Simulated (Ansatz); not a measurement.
Write the native input for Ansatz 0.2.0 that does the following.

```
Task                                : band structure
Functional                          : PBEsol
Potentials or basis                 : Ansatz PAW
Cutoff                              : 420 eV (not typed: the program's choice for these potentials)
k mesh                              : 9 × 9 × 9
Occupations                         : fermi-dirac, width 0.05 eV
Spin                                : spin-orbit coupling, no magnetisation
Path                                : [["G", "X", "W", "K", "G", "L", "U", "W", "L", "K"], ["U", "X"]]
Points for each segment of the path : 14
```

The system is Pb.

```
Pb
1.0
     0.00000    2.47502    2.47502
     2.47502    0.00000    2.47502
     2.47502    2.47502    0.00000
Pb
1
Direct
  0.00000 0.00000 0.00000
```

These files were run (other wordings do the same):

input.yaml

```yaml
crystal:
  lattice:
    - [0.0, 2.47502, 2.47502]
    - [2.47502, 0.0, 2.47502]
    - [2.47502, 2.47502, 0.0]
  atoms:
    - { symbol: Pb, position: [0.0, 0.0, 0.0] }
hamiltonian:
  xc: pbesol
  pseudopotentials: { kind: paw_fr }
magnetization:
  noncollinear: true
  spin_orbit: true
kpoints:
  mp_grid: { grid: [9, 9, 9] }
  band_path:
    path:
      - [[0.0, 0.0, 0.0], [0.5, 0.0, 0.5], [0.5, 0.25, 0.75], [0.375, 0.375, 0.75], [0.0, 0.0, 0.0], [0.5, 0.5, 0.5], [0.625, 0.25, 0.625], [0.5, 0.25, 0.75], [0.5, 0.5, 0.5], [0.375, 0.375, 0.75]]
      - [[0.625, 0.25, 0.625], [0.5, 0.0, 0.5]]
    npoints: 14
scf:
  occupations: { method: fermi_dirac, width: 0.05 }
  n_extra_bands: 6
output:
  forces: true
  stress: true
  eigenvalues: true
  fatbands: false
```

Potentials or basis: Ansatz PAW.

Launch:

```sh
$ ansatz run input.yaml --threads 2 --pin off --max-ram 5632MiB --backend cpu --events-out ev --progress --plain --runs-dir out
```

Results of the run:

The pressure is -0.6 GPa and the band gap on the k mesh is none (metal or under the smearing width).

Caveat: the PAW data sets come from PBE, with cores solved anew for the run's functional, which leaves a small shift of forces and pressure.

It took 10 s on 2 threads of Arm Neoverse N1, with other jobs on the host, peak memory 0.38 GiB.
